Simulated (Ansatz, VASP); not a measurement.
# GaP in VASP and in Ansatz

File INCAR:

```
ALGO     = Fast           # electronic algorithm
EDIFF    = 1E-6           # SCF threshold, eV
ENCUT    = 520            # plane-wave cutoff, eV
GGA      = PS             # functional
ISIF     = 2              # what is computed and relaxed
ISMEAR   = 0              # smearing method
LASPH    = True           # aspherical terms in the spheres
LCHARG   = True           # write CHGCAR
LELF     = True           # ELF
LREAL    = False          # projectors in reciprocal space
LVHAR    = True         
LWAVE    = False          # write WAVECAR
NBANDS   = 16             # bands
NELM     = 100            # most SCF steps
PREC     = Accurate       # precision mode
SIGMA    = 0.01           # smearing width, eV
```

Contents of KPOINTS:

```
k-points
0
Gamma
  6 6 6
```

The input POSCAR:

```
GaP
1.0
    0.0000000000      2.7254102088      2.7254102088
    2.7254102088      0.0000000000      2.7254102088
    2.7254102088      2.7254102088      0.0000000000
Ga P
1 1
Direct
    0.0000000000      0.0000000000      0.0000000000
    0.2500000000      0.2500000000      0.2500000000
```

Input for Ansatz:

```yaml
crystal:
  lattice:
    - [0.0, 2.7254102088, 2.7254102088]
    - [2.7254102088, 0.0, 2.7254102088]
    - [2.7254102088, 2.7254102088, 0.0]
  atoms:
    - { symbol: Ga, position: [0.0, 0.0, 0.0] }
    - { symbol: P, position: [0.25, 0.25, 0.25] }
kpoints:
  mp_grid: { grid: [6, 6, 6] }
hamiltonian:
  xc: pbesol
scf:
  occupations: { method: fixed }
  n_extra_bands: 4
output:
  forces: true
  stress: true
  eigenvalues: true
  write_density: true
  write_potential: true
  elf: true
  volumetric_format: npy
```

Alike in both runs: task single point; functional PBEsol; k mesh 6 × 6 × 6; no spin polarisation.

```csv
,VASP,Ansatz
version,VASP 6.6.1,Ansatz 0.2.0
potentials or method,"VASP PAW PBE potentials, release 64 (Ga_d, P)","plane waves, PAW"
plane-wave cutoff (eV),520,420
occupations,"gaussian, width 0.01 eV",fixed
valence electrons in the cell,18,18
```

Ansatz gave:

```
gap on the k mesh at the Fermi level (eV) : 1.51
pressure (GPa)                            : -0.5
```

Problem. What did VASP give for the same quantities?

Solution. gap on the k mesh at the Fermi level (eV): 1.51; pressure (GPa): -0.4.

Caveats: the PAW data sets were made with another functional, which shifts forces and pressure a little (VASP). A k mesh can miss the band edges.
